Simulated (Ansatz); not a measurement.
BaTiO$_{3}$: opening a crack plane

BaTiO$_{3}$, Amm2, a = 3.972 Å, b = 5.781 Å, c = 5.832 Å. The structure is a COD entry; whether it is the stable form wasn't checked. Ansatz: PBE, PAW, 420 eV, Γ-centred 7×7×3 mesh on 15 atoms, Gaussian smearing 0.05 eV; no spin polarisation. One cut on (011) per cell of 15 atoms is opened rigidly by x, between planes of Ba+O and O+Ti that stand 1.95 Å apart; y is the energy per area (16.310 Å², 1 eV/Å² = 16.02 J/m²).

```
x (Å) y (J/m²)
 0.00     0.000
 0.25     0.128
 0.50     0.381
 1.00     0.903
 1.50     1.305
 2.00         ?
 3.00     1.950
 6.00     2.312
```

Q: Fit the universal binding curve y = W[1 − (1 + x/l) e^(−x/l)] to the other rows, give the peak stress, and predict the missing value.

A: Least squares gives W = 2.25 J/m² and l = 0.757 Å. The stress dy/dx peaks at x = l with W/(e l) = 10.9 GPa, for rigid faces. The last row already stands above W and still climbs, so W understates the work of separation; the faces are unlike and the gap shrinks from 2.5 to 0.0 eV, as in the field across a polar cut, whose slow tail the form lacks. At x = 2.00: x/l = 2.642, y = 1.666 J/m². The run gave 1.594 J/m², so the fit is 0.072 J/m² too high, within twice the rms miss on the fitted rows (0.057 J/m²).

Cost: 9 runs of about 24 core-minutes in all, on Intel Xeon Processor @ 2.50GHz (Skylake/Cascade Lake) (shared hosts).

Opening the plane costs energy at every step, most steeply at small separations, where the Ti–O bonds across the cut lose their overlap between Ti 3d and O 2p states. The Ba–O contacts are more ionic and contribute mainly through electrostatics. The fit's misses are systematic: it lies too low up to 1.00 Å, too high from 1.50 to 3.00 Å and too low again at 6.00 Å. This suggests two length scales, short-ranged bond breaking and a slower electrostatic part, which a single decay length has to average.

The BaO and TiO₂ layers are formally neutral, so the field probably comes from the ferroelectric polarisation, which in Amm2 has a component normal to this cut. The widening gap screens the resulting bound charge less and less, and the field tilts the bands until O 2p states at one face meet Ti 3d states at the other. The energy at large opening therefore probably depends on slab thickness and polarisation direction, and can't be read as a pure measure of bond strength. With only one plane cut, no preferred cleavage plane follows.
